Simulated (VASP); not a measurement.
# Nb: work function with PBE

The system is Nb, a slab with vacuum.

```
Nb
1.0
     2.86556    0.00000    0.00000
    -0.95519    2.70167    0.00000
     0.00000    0.00000   28.68002
Nb
4
Direct
  0.00000 0.00000 0.37763
  0.50000 0.50000 0.45524
  0.00000 0.00000 0.53746
  0.50000 0.50000 0.61511
```

The cell was built by a generator and needn't be a form met in nature.

- Program: VASP 6.6.1
- Task: work function
- Functional: PBE
- Potentials or basis: VASP PAW PBE potentials, release 64 (Nb_sv)
- Cutoff: 520 eV
- k mesh: 18 × 18 × 1
- Occupations: methfessel-paxton, width 0.1 eV
- Spin: no spin polarisation
- Dipole correction: yes
- Further INCAR settings: ALGO = Normal; EDIFF = 1e-06

```
Largest force                   : 0.055 eV/Å
Band gap on the k mesh          : none (metal or under the smearing width)
Work function of the upper face : 4.51 eV
Work function of the lower face : 4.51 eV
```

Forces in eV/Å, atoms in the order of the input:
```
Nb   0.000  0.000  0.051
Nb   0.000  0.000 -0.042
Nb   0.000  0.000  0.047
Nb   0.000  0.000 -0.055
```

Levels at points of the mesh, in eV from the Fermi level:
```csv
k point,band 23,band 24,band 25,band 26,band 27,band 28,band 29,band 30
"(0.00, 0.00, 0.00)",-0.49,-0.45,-0.24,0.17,0.25,0.52,0.87,1.58
"(0.50, 0.00, 0.00)",-1.35,-1.35,0.19,0.19,1.69,1.69,2.86,2.86
"(0.50, 0.50, 0.00)",-1.43,-0.62,-0.25,1.62,1.91,2.18,2.29,2.88
```

It took 12 min on 1 thread of Intel(R) Xeon(R) 6975P-C (Granite Rapids), on a shared host, peak memory 0.64 GiB.
